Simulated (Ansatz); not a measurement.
Start from ZnTe in the zinc blende structure (space group F-43m, No. 216; a = 6.066 Å). Axes: x, y, z lie along the cube axes.

Calculations: Ansatz (a quantum-chemistry and plane-wave program), PBEsol, PAW, cutoff 420 eV, scalar-relativistic without spin-orbit coupling.

Base values:

- Band gap: 1.24 eV

Perturbation: a free-standing slab of 4 layers (8 atoms, 2 a layer) is cut normal to [110], with 15 Å of vacuum and the in-plane cell held at bulk.

How does this affect the excess energy per area of both faces?

The excess energy per area of both faces (slab less bulk energy over the cell's area: twice a surface energy) comes out as 0.66 J/m².

What does the calculation give for the band gap after the change?

The band gap goes up by 0.615 eV, from 1.24 eV to 1.85 eV.

The excess energy carries the mismatch between the slab's and the bulk's meshes. Spin-orbit coupling, missing from the scalar runs, can matter with Te. No phonon test of stability was made.
